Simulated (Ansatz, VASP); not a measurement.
## Two plane-wave programs on AlRu

```
Al Ru
1.0
     2.95393    0.00000    0.00000
     0.00000    2.95393    0.00000
     0.00000    0.00000    2.95393
Al Ru
1 1
Cartesian
  0.0000 0.0000 0.0000
  1.4770 1.4770 1.4770
```

Alike in both runs: functional LDA; k mesh 14 × 14 × 14; occupations gaussian, width 0.1 eV; no spin polarisation.

Ansatz relaxed the structure, and its values are those at the end. VASP's run is a single point on that final structure, the one shown.

|  | VASP | Ansatz |
| --- | --- | --- |
| version | VASP 6.6.1 | Ansatz 0.2.0 |
| potentials or method | VASP PAW LDA potentials, release 64 (Al, Ru_pv) | scalar-relativistic, plane waves, PAW |
| plane-wave cutoff (eV) | 520 | 420 |
| valence electrons in the cell | 17 | 19 |

```csv
,VASP,Ansatz,Ansatz less VASP
gap on the k mesh at the Fermi level (eV),none,none,-
pressure (GPa),0.6,0.0,-0.65
```

A gap of «none» marks a metal or a gap that the smearing closes. The two sets of potentials don't hold the same shells in valence.
